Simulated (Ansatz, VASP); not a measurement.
# Two plane-wave programs on B

```xyz
3
Lattice="2.9621 0.0000 0.0000 -1.4810 2.5653 0.0000 0.0000 0.0000 2.9142" Properties=species:S:1:pos:R:3 pbc="T T T"
B     0.0000    0.0000    0.0000
B     0.0000    1.7102    1.4571
B     1.4810    0.8551    1.4571
```

Alike in both runs: task single point; functional PBEsol; k mesh 14 × 14 × 13; occupations fermi-dirac, width 0.1 eV; no spin polarisation.

```csv
,VASP,Ansatz
version,VASP 6.6.1,Ansatz 0.2.0
potentials or method,"VASP PAW PBE potentials, release 64 (B)","plane waves (420 eV) with PAW, scalar-relativistic"
plane-wave cutoff (eV),520,420
valence electrons in the cell,9,9
```

Ansatz gave:

* pressure (GPa): -21.6
* largest component of the traceless stress (GPa): 7.80

Q: Estimate VASP's values.

A: Pressure (GPa): -21.5; largest component of the traceless stress (GPa): 7.64.

Ansatz warned: «pseudo_functional_mismatch».

Caveats: so large a pressure means that the cell lies far from this level's equilibrium, or that cutoff or potentials fall short (VASP); the potentials were made for another functional, which shifts forces and pressure (VASP).
